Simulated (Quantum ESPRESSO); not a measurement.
# Ionisation energy and electron affinity at InP(110), part 4 of 6

Aim: the bulk band edges under the vacuum level at InP(110), before and after the surface relaxes.

Quantum ESPRESSO 7.5; plane-wave DFT, PBE, GBRV ultrasoft pseudopotentials.

So far. Step 7 (Electrostatic potential of the relaxed slab): The vacuum is flat to 0.1 meV/Å, so its level is well defined. Inside the slab the curve depends on the local part of the pseudopotentials; only the vacuum level has a meaning of its own. Step 8 (Macroscopic average): Where the running mean is not flat inside, average.x's window, rounded to the grid, doesn't match the spacings there.

**9. Projected density of states of the relaxed slab**

Layer by layer, the projected DOS shows whether surface states reach into the gap.

The input, pdos.in:

```
&projwfc
  prefix = 'scf'
  outdir = './out'
  filpdos = 'pdos'
  Emin = -1.517
  Emax = 4.483
  DeltaE = 0.05
  ngauss = 0
  degauss = 0.006
/
```

Run with:

```sh
$ OMP_NUM_THREADS=1 mpirun -n 4 projwfc.x -in pdos.in > pdos.out
```

The log of the run:

```text
[banner, memory and clock lines left out]
Program PROJWFC v.7.5 starts

          URL

     ./out/scf.save/

     IMPORTANT: XC functional enforced from input :
     Exchange-correlation= PBE
                           (   1   4   3   4   0   0   0)
     Any further DFT definition will be discarded
     Please, verify this is what you really want

     negative rho (up, down):  4.404E-04 0.000E+00

     Gaussian broadening (read from input): ngauss,degauss=   0    0.006000

     Calling projwave ....
     one sub-group per band group will be used

     linear algebra parallelized on   4 procs

  Problem Sizes
  natomwfc =          117
  nx       =           59
  nbnd     =           89
  nkstot   =           12
  npwx     =         6029
  nkb      =          324

     Atomic states used for projection
     (read from pseudopotential files):

     state #   1: atom   1 (In ), wfc  1 (l=2 m= 1)
     state #   2: atom   1 (In ), wfc  1 (l=2 m= 2)
     state #   3: atom   1 (In ), wfc  1 (l=2 m= 3)
     state #   4: atom   1 (In ), wfc  1 (l=2 m= 4)
     state #   5: atom   1 (In ), wfc  1 (l=2 m= 5)
     state #   6: atom   1 (In ), wfc  2 (l=0 m= 1)
     state #   7: atom   1 (In ), wfc  3 (l=1 m= 1)
     state #   8: atom   1 (In ), wfc  3 (l=1 m= 2)
     state #   9: atom   1 (In ), wfc  3 (l=1 m= 3)
     state #  10: atom   2 (P  ), wfc  1 (l=0 m= 1)
     state #  11: atom   2 (P  ), wfc  2 (l=1 m= 1)
     state #  12: atom   2 (P  ), wfc  2 (l=1 m= 2)
     state #  13: atom   2 (P  ), wfc  2 (l=1 m= 3)
     state #  14: atom   3 (In ), wfc  1 (l=2 m= 1)
     state #  15: atom   3 (In ), wfc  1 (l=2 m= 2)
     state #  16: atom   3 (In ), wfc  1 (l=2 m= 3)
     state #  17: atom   3 (In ), wfc  1 (l=2 m= 4)
     state #  18: atom   3 (In ), wfc  1 (l=2 m= 5)
     state #  19: atom   3 (In ), wfc  2 (l=0 m= 1)
     state #  20: atom   3 (In ), wfc  3 (l=1 m= 1)
     state #  21: atom   3 (In ), wfc  3 (l=1 m= 2)
     state #  22: atom   3 (In ), wfc  3 (l=1 m= 3)
     state #  23: atom   4 (P  ), wfc  1 (l=0 m= 1)
     state #  24: atom   4 (P  ), wfc  2 (l=1 m= 1)
     state #  25: atom   4 (P  ), wfc  2 (l=1 m= 2)
     state #  26: atom   4 (P  ), wfc  2 (l=1 m= 3)
     state #  27: atom   5 (In ), wfc  1 (l=2 m= 1)
     state #  28: atom   5 (In ), wfc  1 (l=2 m= 2)
     state #  29: atom   5 (In ), wfc  1 (l=2 m= 3)
     state #  30: atom   5 (In ), wfc  1 (l=2 m= 4)
     state #  31: atom   5 (In ), wfc  1 (l=2 m= 5)
     state #  32: atom   5 (In ), wfc  2 (l=0 m= 1)
     state #  33: atom   5 (In ), wfc  3 (l=1 m= 1)
     state #  34: atom   5 (In ), wfc  3 (l=1 m= 2)
     state #  35: atom   5 (In ), wfc  3 (l=1 m= 3)
     state #  36: atom   6 (P  ), wfc  1 (l=0 m= 1)
     state #  37: atom   6 (P  ), wfc  2 (l=1 m= 1)
     state #  38: atom   6 (P  ), wfc  2 (l=1 m= 2)
     state #  39: atom   6 (P  ), wfc  2 (l=1 m= 3)
     state #  40: atom   7 (In ), wfc  1 (l=2 m= 1)
     state #  41: atom   7 (In ), wfc  1 (l=2 m= 2)
     state #  42: atom   7 (In ), wfc  1 (l=2 m= 3)
     state #  43: atom   7 (In ), wfc  1 (l=2 m= 4)
     state #  44: atom   7 (In ), wfc  1 (l=2 m= 5)
     state #  45: atom   7 (In ), wfc  2 (l=0 m= 1)
     state #  46: atom   7 (In ), wfc  3 (l=1 m= 1)
     state #  47: atom   7 (In ), wfc  3 (l=1 m= 2)
     state #  48: atom   7 (In ), wfc  3 (l=1 m= 3)
     state #  49: atom   8 (P  ), wfc  1 (l=0 m= 1)
     state #  50: atom   8 (P  ), wfc  2 (l=1 m= 1)
     state #  51: atom   8 (P  ), wfc  2 (l=1 m= 2)
     state #  52: atom   8 (P  ), wfc  2 (l=1 m= 3)
     state #  53: atom   9 (In ), wfc  1 (l=2 m= 1)
     state #  54: atom   9 (In ), wfc  1 (l=2 m= 2)
     state #  55: atom   9 (In ), wfc  1 (l=2 m= 3)
     state #  56: atom   9 (In ), wfc  1 (l=2 m= 4)
     state #  57: atom   9 (In ), wfc  1 (l=2 m= 5)
     state #  58: atom   9 (In ), wfc  2 (l=0 m= 1)
     state #  59: atom   9 (In ), wfc  3 (l=1 m= 1)
     state #  60: atom   9 (In ), wfc  3 (l=1 m= 2)
     state #  61: atom   9 (In ), wfc  3 (l=1 m= 3)
     state #  62: atom  10 (P  ), wfc  1 (l=0 m= 1)
     state #  63: atom  10 (P  ), wfc  2 (l=1 m= 1)
     state #  64: atom  10 (P  ), wfc  2 (l=1 m= 2)
     state #  65: atom  10 (P  ), wfc  2 (l=1 m= 3)
     state #  66: atom  11 (In ), wfc  1 (l=2 m= 1)
     state #  67: atom  11 (In ), wfc  1 (l=2 m= 2)
     state #  68: atom  11 (In ), wfc  1 (l=2 m= 3)
     state #  69: atom  11 (In ), wfc  1 (l=2 m= 4)
     state #  70: atom  11 (In ), wfc  1 (l=2 m= 5)
     state #  71: atom  11 (In ), wfc  2 (l=0 m= 1)
     state #  72: atom  11 (In ), wfc  3 (l=1 m= 1)
     state #  73: atom  11 (In ), wfc  3 (l=1 m= 2)
     state #  74: atom  11 (In ), wfc  3 (l=1 m= 3)
     state #  75: atom  12 (P  ), wfc  1 (l=0 m= 1)
     state #  76: atom  12 (P  ), wfc  2 (l=1 m= 1)
     state #  77: atom  12 (P  ), wfc  2 (l=1 m= 2)
     state #  78: atom  12 (P  ), wfc  2 (l=1 m= 3)
     state #  79: atom  13 (In ), wfc  1 (l=2 m= 1)
     state #  80: atom  13 (In ), wfc  1 (l=2 m= 2)
     state #  81: atom  13 (In ), wfc  1 (l=2 m= 3)
     state #  82: atom  13 (In ), wfc  1 (l=2 m= 4)
     state #  83: atom  13 (In ), wfc  1 (l=2 m= 5)
     state #  84: atom  13 (In ), wfc  2 (l=0 m= 1)
     state #  85: atom  13 (In ), wfc  3 (l=1 m= 1)
     state #  86: atom  13 (In ), wfc  3 (l=1 m= 2)
     state #  87: atom  13 (In ), wfc  3 (l=1 m= 3)
     state #  88: atom  14 (P  ), wfc  1 (l=0 m= 1)
     state #  89: atom  14 (P  ), wfc  2 (l=1 m= 1)
     state #  90: atom  14 (P  ), wfc  2 (l=1 m= 2)
     state #  91: atom  14 (P  ), wfc  2 (l=1 m= 3)
     state #  92: atom  15 (In ), wfc  1 (l=2 m= 1)
     state #  93: atom  15 (In ), wfc  1 (l=2 m= 2)
     state #  94: atom  15 (In ), wfc  1 (l=2 m= 3)
     state #  95: atom  15 (In ), wfc  1 (l=2 m= 4)
     state #  96: atom  15 (In ), wfc  1 (l=2 m= 5)
     state #  97: atom  15 (In ), wfc  2 (l=0 m= 1)
     state #  98: atom  15 (In ), wfc  3 (l=1 m= 1)
     state #  99: atom  15 (In ), wfc  3 (l=1 m= 2)
     state # 100: atom  15 (In ), wfc  3 (l=1 m= 3)
     state # 101: atom  16 (P  ), wfc  1 (l=0 m= 1)
     state # 102: atom  16 (P  ), wfc  2 (l=1 m= 1)
     state # 103: atom  16 (P  ), wfc  2 (l=1 m= 2)
     state # 104: atom  16 (P  ), wfc  2 (l=1 m= 3)
     state # 105: atom  17 (In ), wfc  1 (l=2 m= 1)
     state # 106: atom  17 (In ), wfc  1 (l=2 m= 2)
     state # 107: atom  17 (In ), wfc  1 (l=2 m= 3)
     state # 108: atom  17 (In ), wfc  1 (l=2 m= 4)
     state # 109: atom  17 (In ), wfc  1 (l=2 m= 5)
     state # 110: atom  17 (In ), wfc  2 (l=0 m= 1)
     state # 111: atom  17 (In ), wfc  3 (l=1 m= 1)
     state # 112: atom  17 (In ), wfc  3 (l=1 m= 2)
     state # 113: atom  17 (In ), wfc  3 (l=1 m= 3)
     state # 114: atom  18 (P  ), wfc  1 (l=0 m= 1)
     state # 115: atom  18 (P  ), wfc  2 (l=1 m= 1)
     state # 116: atom  18 (P  ), wfc  2 (l=1 m= 2)
     state # 117: atom  18 (P  ), wfc  2 (l=1 m= 3)

[... projections of each state ...]
Lowdin Charges:

     Atom #   1: total charge =  12.5513, s =  1.1426,
     Atom #   1: total charge =  12.5513, p =  1.4297, pz=  0.3547, px=  0.4592, py=  0.6159,
     Atom #   1: total charge =  12.5513, d =  9.9790, dz2=  1.9967, dxz=  1.9942, dyz=  1.9972, dx2-y2=  1.9961, dxy=  1.9948,
     Atom #   2: total charge =   5.3635, s =  1.6838,
     Atom #   2: total charge =   5.3635, p =  3.6797, pz=  1.2861, px=  1.2685, py=  1.1251,
     Atom #   2: total charge =   5.3635, d =  0.0000, dz2=  0.0000, dxz=  0.0000, dyz=  0.0000, dx2-y2=  0.0000, dxy=  0.0000,
     Atom #   3: total charge =  12.6620, s =  1.0299,
     Atom #   3: total charge =  12.6620, p =  1.6537, pz=  0.5570, px=  0.5527, py=  0.5441,
     Atom #   3: total charge =  12.6620, d =  9.9783, dz2=  1.9947, dxz=  1.9952, dyz=  1.9976, dx2-y2=  1.9968, dxy=  1.9940,
     Atom #   4: total charge =   5.3230, s =  1.5437,
     Atom #   4: total charge =   5.3230, p =  3.7793, pz=  1.2772, px=  1.2259, py=  1.2762,
     Atom #   4: total charge =   5.3230, d =  0.0000, dz2=  0.0000, dxz=  0.0000, dyz=  0.0000, dx2-y2=  0.0000, dxy=  0.0000,
     Atom #   5: total charge =  12.6503, s =  1.0247,
     Atom #   5: total charge =  12.6503, p =  1.6476, pz=  0.5455, px=  0.5513, py=  0.5508,
     Atom #   5: total charge =  12.6503, d =  9.9780, dz2=  1.9952, dxz=  1.9940, dyz=  1.9976, dx2-y2=  1.9968, dxy=  1.9945,
     Atom #   6: total charge =   5.3382, s =  1.5513,
     Atom #   6: total charge =   5.3382, p =  3.7869, pz=  1.2653, px=  1.2661, py=  1.2555,
     Atom #   6: total charge =   5.3382, d =  0.0000, dz2=  0.0000, dxz=  0.0000, dyz=  0.0000, dx2-y2=  0.0000, dxy=  0.0000,
     Atom #   7: total charge =  12.6397, s =  1.0238,
     Atom #   7: total charge =  12.6397, p =  1.6377, pz=  0.5476, px=  0.5451, py=  0.5450,
     Atom #   7: total charge =  12.6397, d =  9.9783, dz2=  1.9952, dxz=  1.9944, dyz=  1.9975, dx2-y2=  1.9968, dxy=  1.9944,
     Atom #   8: total charge =   5.3201, s =  1.5385,
     Atom #   8: total charge =   5.3201, p =  3.7816, pz=  1.2571, px=  1.2581, py=  1.2664,
     Atom #   8: total charge =   5.3201, d =  0.0000, dz2=  0.0000, dxz=  0.0000, dyz=  0.0000, dx2-y2=  0.0000, dxy=  0.0000,
     Atom #   9: total charge =  12.6416, s =  1.0235,
     Atom #   9: total charge =  12.6416, p =  1.6399, pz=  0.5468, px=  0.5465, py=  0.5467,
     Atom #   9: total charge =  12.6416, d =  9.9783, dz2=  1.9952, dxz=  1.9944, dyz=  1.9976, dx2-y2=  1.9967, dxy=  1.9944,
     Atom #  10: total charge =   5.3268, s =  1.5416,
     Atom #  10: total charge =   5.3268, p =  3.7852, pz=  1.2602, px=  1.2611, py=  1.2639,
     Atom #  10: total charge =   5.3268, d =  0.0000, dz2=  0.0000, dxz=  0.0000, dyz=  0.0000, dx2-y2=  0.0000, dxy=  0.0000,
     Atom #  11: total charge =  12.6397, s =  1.0238,
     Atom #  11: total charge =  12.6397, p =  1.6377, pz=  0.5476, px=  0.5451, py=  0.5450,
     Atom #  11: total charge =  12.6397, d =  9.9783, dz2=  1.9952, dxz=  1.9944, dyz=  1.9975, dx2-y2=  1.9968, dxy=  1.9944,
     Atom #  12: total charge =   5.3201, s =  1.5385,
     Atom #  12: total charge =   5.3201, p =  3.7816, pz=  1.2571, px=  1.2581, py=  1.2664,
     Atom #  12: total charge =   5.3201, d =  0.0000, dz2=  0.0000, dxz=  0.0000, dyz=  0.0000, dx2-y2=  0.0000, dxy=  0.0000,
     Atom #  13: total charge =  12.6503, s =  1.0247,
     Atom #  13: total charge =  12.6503, p =  1.6476, pz=  0.5455, px=  0.5513, py=  0.5508,
     Atom #  13: total charge =  12.6503, d =  9.9780, dz2=  1.9952, dxz=  1.9940, dyz=  1.9976, dx2-y2=  1.9968, dxy=  1.9945,
     Atom #  14: total charge =   5.3382, s =  1.5513,
     Atom #  14: total charge =   5.3382, p =  3.7869, pz=  1.2653, px=  1.2661, py=  1.2555,
     Atom #  14: total charge =   5.3382, d =  0.0000, dz2=  0.0000, dxz=  0.0000, dyz=  0.0000, dx2-y2=  0.0000, dxy=  0.0000,
     Atom #  15: total charge =  12.6620, s =  1.0299,
     Atom #  15: total charge =  12.6620, p =  1.6537, pz=  0.5570, px=  0.5527, py=  0.5441,
     Atom #  15: total charge =  12.6620, d =  9.9783, dz2=  1.9947, dxz=  1.9952, dyz=  1.9976, dx2-y2=  1.9968, dxy=  1.9940,
     Atom #  16: total charge =   5.3230, s =  1.5437,
     Atom #  16: total charge =   5.3230, p =  3.7793, pz=  1.2772, px=  1.2259, py=  1.2762,
     Atom #  16: total charge =   5.3230, d =  0.0000, dz2=  0.0000, dxz=  0.0000, dyz=  0.0000, dx2-y2=  0.0000, dxy=  0.0000,
     Atom #  17: total charge =  12.5513, s =  1.1426,
     Atom #  17: total charge =  12.5513, p =  1.4297, pz=  0.3547, px=  0.4592, py=  0.6159,
     Atom #  17: total charge =  12.5513, d =  9.9790, dz2=  1.9967, dxz=  1.9942, dyz=  1.9972, dx2-y2=  1.9961, dxy=  1.9948,
     Atom #  18: total charge =   5.3635, s =  1.6838,
     Atom #  18: total charge =   5.3635, p =  3.6797, pz=  1.2861, px=  1.2685, py=  1.1251,
     Atom #  18: total charge =   5.3635, d =  0.0000, dz2=  0.0000, dxz=  0.0000, dyz=  0.0000, dx2-y2=  0.0000, dxy=  0.0000,
     Spilling Parameter:   0.0021
```

Elapsed: 6.9 s, on 4 MPI ranks of AMD EPYC 7R43, shared host; peak memory 0.51 GiB; 27 s of CPU time.

Numbers from this step:

| Item | Value |
| --- | --- |
| spilling of the projection | 0.0021 |

The density of states has structure finer than the step of the table below, so its rows give means over 0.2 eV, whole bins alone (the curve runs from -3.00 to 2.35 eV). Peaks (eV: height): -2.75: 14.9, -1.70: 20.2, -1.30: 20, -1.00: 17.1, -0.65: 15.9, 1.70: 9.42, 2.20: 13.8.

Gaussian width 0.006 Ry; cut where the computed bands begin to run out. The density of states by energy, zero at the highest filled level of the SCF mesh; means over each step:

```tsv
energy (eV)	density of states (states/eV a cell)
-2.8	11.4
-2.6	13.2
-2.4	11.5
-2.2	13.7
-2.0	14.1
-1.8	16.8
-1.6	16.7
-1.4	14.8
-1.2	15.4
-1.0	16.0
-0.8	10.4
-0.6	13.9
-0.4	7.51
-0.2	4.13
0.0	0.815
0.2	0.0222
0.4	0
0.6	0.00671
0.8	0.355
1.0	0.0549
1.2	0.400
1.4	1.71
1.6	4.46
1.8	9.23
2.0	5.75
2.2	11.2
```

Projected DOS an atom over height of the atomic layer and energy from the highest filled level of the SCF mesh. Columns are the atomic layers from the bottom up.

Ten even steps from '0' (0.00 states/eV) to '9' (2.45 states/eV), each cell a mean:
```
25211111252
13100000131
15111111151
01000000010
00000000000
00000000000
00000000000
00000000000
00000000000
00000000000
10000000001
51111111115
91221112219
61232323216
61333333316
51323332315
42444444424
21333233312
21333333312
11222222211
21333333312
10112221101
```
Columns: height of the atomic layer (Å) from 7.79 to 25.1 (not evenly spaced); rows upwards: energy from the highest filled level of the SCF mesh (eV) from -3.00 to 2.35.

Löwdin valence electrons by atom:

```tsv
atom	Löwdin valence electrons (e)
In1	12.6
P2	5.4
In3	12.7
P4	5.3
In5	12.7
P6	5.3
In7	12.6
P8	5.3
In9	12.6
P10	5.3
In11	12.6
P12	5.3
In13	12.7
P14	5.3
In15	12.7
P16	5.3
In17	12.6
P18	5.4
```

The atomic orbitals miss 0.2 % of the occupied states; for empty states the projections can miss much more.

[end of part 4 of 6]

[Logs are printed without paths, hosts, clocks, repeated set-up lines and the standing remarks that a program may print on its own settings, such as how far it seeks lower states.]

[Hosts, paths, dates, database ids (printed as entryN), source tags and the programs' standing remarks are cut or masked in the printed files.]

[Maps of the electrostatic potential energy from Ansatz leave out the sawtooth potential of an applied field or a dipole correction, so their vacuum need not be flat; planar profiles and work functions include it.]
